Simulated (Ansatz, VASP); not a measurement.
TiC in VASP and in Ansatz

```
Ti C
1.0
     0.00000    2.16572    2.16572
     2.16572    0.00000    2.16572
     2.16572    2.16572    0.00000
Ti C
1 1
Direct
  0.00000 0.00000 0.00000
  0.50000 0.50000 0.50000
```

The cell is a database's computed one.

Alike in both runs: task relaxation of cell and atoms; functional RPBE; dispersion D4; k mesh 11 × 11 × 11; occupations fermi-dirac, width 0.05 eV; no spin polarisation.

|  | VASP | Ansatz |
| --- | --- | --- |
| version | VASP 6.6.1 | Ansatz 0.2.0 |
| potentials or method | VASP PAW PBE potentials, release 64 (Ti_sv, C), cutoff 600 eV | all-electron LAPW, scalar-relativistic |

Ansatz gave:

| Property | Result |
| --- | --- |
| relaxed volume (Å³/atom) | 9.91 |
| relaxed cell length with the largest relative difference (Å) | 3.038 |
| energy change over the relaxation (meV/atom) | -5 |

**Question.** Estimate VASP's values.

**Answer.** Relaxed volume (Å³/atom): 9.92; relaxed cell length with the largest relative difference (Å): 3.039; energy change over the relaxation (meV/atom): -4.

Ansatz ran all-electron here, so the differences hold the error of VASP's frozen core and of both bases.

Caveats: the PAW data sets were made with another functional, which shifts forces and pressure a little (VASP); pairwise dispersion overbinds metals, which lowers pressure and volume (VASP).
